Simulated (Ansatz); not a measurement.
input.yaml for Zr (Ansatz 0.2.0)

```yaml
crystal:
  lattice:
    - [3.2392314131, 0.0, 0.0]
    - [-1.6196157065, 2.8052566925, 0.0]
    - [0.0, 0.0, 5.17222]
  atoms:
    - { symbol: Zr, position: [0.3333333333, 0.6666666667, 0.25], spin: 5.0 }
    - { symbol: Zr, position: [0.6666666667, 0.3333333333, 0.75], spin: -5.0 }
basis:
  ecutwfc: 420
  ecutrho_ratio: 12
kpoints:
  mp_grid: { grid: [6, 6, 4] }
hamiltonian:
  xc: pbe
scf:
  occupations: { method: gaussian, width: 0.1 }
  lower_state_search: "off"
output:
  forces: true
  stress: true
  eigenvalues: true
  populations: true
magnetization:
  spin_polarized: true
```

Command:

```bash
ansatz run input.yaml --threads 1 --pin off --max-ram 1331MiB --backend cpu --events-out ev --progress --plain --runs-dir out
```

From the log (HF is the Harris–Foulkes energy, dr2 the density residual in eV):

```text
Pseudopotential: Zr, paw, valence charge 12, recommended cutoff 420 eV (normal)
Crystal: 2 atoms, lattice volume = 46.999 Å³
Basis set: ecut = 420 eV, 941 PW (Γ), exchange–correlation on 80×80×120 points (8 copies of the dense FFT grid, shifted against one another)
Bands: 21, of which v1, the nominal top of the filled ones, is band 12 counted from 1 (11 counted from 0)
Symmetry: 12 space group operations
Space group: P-6m2 (ITA 187), of the structure as read, at distance tolerance 3.6e-5 Å
k-points: 21 of 144 (time reversal used)
Initial density: superposition of atomic densities
Starting moments: Σ|m| = 10 μB on 2 of 2 sites
Starting magnetic order: antiferromagnet; an inversion exchanges its spin sublattices: spin-degenerate at every k-point
SCF iter   1: HF=-8361.986672 eV  Δρ=1.66e-1 (↑1.66e-1 ↓1.66e-1) dr2=2.73e-1  dr2_m=1.19e1  M=0.000 μB ∫|m|=2.748 μB
spin=Collinear: Kerker preconditioning applied to the charge; magnetization (m = ρ↑ − ρ↓) channel mixes plain (no charge-response kernel on spin).
SCF iter   2: HF=-8364.494888 eV  Δρ=1.22e-1 (↑1.22e-1 ↓1.22e-1) dr2=2.05e-1  dr2_m=6.41e0  M=-0.000 μB ∫|m|=2.326 μB
SCF iter   3: HF=-8365.824550 eV  Δρ=8.81e-2 (↑8.81e-2 ↓8.81e-2) dr2=4.53e-2  dr2_m=3.33e0  M=0.000 μB ∫|m|=2.018 μB
SCF iter   4: HF=-8366.567515 eV  Δρ=6.66e-2 (↑6.66e-2 ↓6.66e-2) dr2=1.16e-2  dr2_m=1.91e0  M=0.000 μB ∫|m|=1.642 μB
   ...
SCF iter  16: F=-8367.667879 eV  HF=-8367.667879 eV  Δρ=1.27e-6 (↑1.21e-6 ↓1.27e-6) dr2=8.98e-9  dr2_m=1.89e-10  M=0.000 μB ∫|m|=0.000 μB
SCF iter  17: F=-8367.667879 eV  HF=-8367.667879 eV  Δρ=4.59e-7 (↑4.59e-7 ↓4.41e-7) dr2=1.95e-10  dr2_m=5.72e-11  M=0.000 μB ∫|m|=0.000 μB
SCF iter  18: F=-8367.667879 eV  HF=-8367.667879 eV  Δρ=1.24e-7 (↑1.21e-7 ↓1.24e-7) dr2=3.03e-12  dr2_m=5.49e-12  M=-0.000 μB ∫|m|=0.000 μB
WARN: the starting moments were not kept: the SCF closed with an absolute magnetisation of 6.3e-6 μB, where they sum to 10 μB in size (2 sites). That is at most 0.1 of that sum. Measured as dr2_m measures the in/out step, that magnetisation stands 4.2e-12 eV from none, at or under the dr2_threshold of 1.0e-7 eV: it is no larger than a step whose dr2_m would equal this threshold. The system may hold no moment …
SCF 1 converged in 18 iterations: F = -8367.667879 eV  dr2 = 3.03e-12
SCF converged after 18 iterations
Magnetization: -0.0000 μB (12.0000 up, 12.0000 down)
Absolute magnetization: 0.0000 μB (∫|ρ↑−ρ↓|, with the PAW one-centre terms)
Per-site moments (μB) at R_I (Å): [(1.2500e-6, 1.3164), (-1.2529e-6, 1.3164)]
Free energy (F): -8367.667879 eV
E sigma→0 (E₀):  -8367.661579 eV
Entropy (-TS):   -0.012601 eV (-6.301 meV/atom)
Fermi energy:    13.907659 eV
--- Forces (eV/Å), atoms counted from 1 ---
  atom   1  Zr    -0.00000000    -0.00000000     0.00000000
  atom   2  Zr     0.00000000     0.00000000     0.00000000
--- Stress (GPa, compression-positive) ---
       -0.840224       0.000000       0.000000
       -0.000000      -0.840224       0.000000
        0.000000       0.000000      -0.186744
  P = ⅓ Tr σ = -0.6224 GPa (-6.224 kbar)
```

The inputs are trials, many of them unsound on purpose. Their numbers show the effect of the settings and aren't properties of the material. The starting moments weren't kept.